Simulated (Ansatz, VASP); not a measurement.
One calculation of W, two programs

The input INCAR:

```
  PREC = Accurate
  ENCUT = 520
  EDIFF = 1E-6
  ISMEAR = -1
  SIGMA = 0.1
  LREAL = False
  LASPH = True
  NELM = 100
  ALGO = Normal
  ISIF = 2
  LWAVE = False
  LCHARG = False
  GGA = RE
  NBANDS = 13
```

KPOINTS

```
Automatic mesh
0
Gamma
  13 13 13
```

The input POSCAR:

```
W
1.0
    2.6465753285      0.0000000000      0.0000000000
    0.0000000000      2.6465753285      0.0000000000
    0.0000000000      0.0000000000      2.6465753285
W
1
Direct
    0.0000000000      0.0000000000      0.0000000000
```

Input for Ansatz:

```yaml
crystal:
  lattice:
    - [2.6465753285, 0.0, 0.0]
    - [0.0, 2.6465753285, 0.0]
    - [0.0, 0.0, 2.6465753285]
  atoms:
    - { symbol: W, position: [0.0, 0.0, 0.0] }
hamiltonian:
  xc: revpbe
  pseudopotentials:
    kind: paw
    azcp:
      W: "pseudopotentials/W.paw.azcp"
basis:
  ecutwfc: 420
  fft_grid_basis: typed
kpoints:
  mp_grid: { grid: [13, 13, 13], shift: [0, 0, 0] }
magnetization:
  spin_polarized: false
scf:
  occupations: { method: fermi_dirac, width: 0.1 }
  lower_state_search: "off"
output:
  stress: true
```

Alike in both runs: task single point; functional revPBE; k mesh 13 × 13 × 13; occupations fermi-dirac, width 0.1 eV; no spin polarisation.

|  | VASP | Ansatz |
| --- | --- | --- |
| version | VASP 6.6.1 | Ansatz 0.2.0 |
| potentials or method | VASP PAW PBE potentials, release 64 (W_sv) | plane waves (420 eV) with PAW, scalar-relativistic |
| plane-wave cutoff (eV) | 520 | 420 |
| valence electrons in the cell | 14 | 14 |

|  | VASP | Ansatz | Ansatz less VASP |
| --- | --- | --- | --- |
| pressure (GPa) | -0.1 | -0.6 | -0.52 |

Caveats: the PAW data sets were made with another functional, which shifts forces and pressure a little (VASP). Spin-orbit coupling is left out, which matters for the levels of W.
